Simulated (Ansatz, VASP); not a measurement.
## Ge in VASP and in Ansatz

```
CELL_PARAMETERS angstrom
3.86780 0.00000 0.00000
0.00000 3.86780 0.00000
0.00000 0.00000 5.96981
ATOMIC_POSITIONS crystal
Ge 0.00000 0.00000 0.00000
Ge 0.50000 0.00000 0.25000
Ge 0.50000 0.50000 0.50000
Ge 0.00000 0.50000 0.75000
```

Alike in both runs: functional PBE; k mesh 10 × 10 × 7; occupations gaussian, width 0.05 eV; no spin polarisation.

Ansatz relaxed the structure, and its values are those at the end. VASP's run is a single point on that final structure, the one shown.

|  | VASP | Ansatz |
| --- | --- | --- |
| version | VASP 6.6.1 | Ansatz 0.2.0 |
| potentials or method | VASP PAW PBE potentials, release 64 (Ge_d) | scalar-relativistic, plane waves, PAW |
| plane-wave cutoff (eV) | 520 | 420 |
| valence electrons in the cell | 56 | 56 |

```tsv
	VASP	Ansatz	Ansatz less VASP
gap on the k mesh at the Fermi level (eV)	none	none	-
pressure (GPa)	4.7	4.8	+0.06
```

A gap of «none» marks a metal or a gap that the smearing closes. With one functional, cell and mesh, what is left measures potentials, basis and numerics.
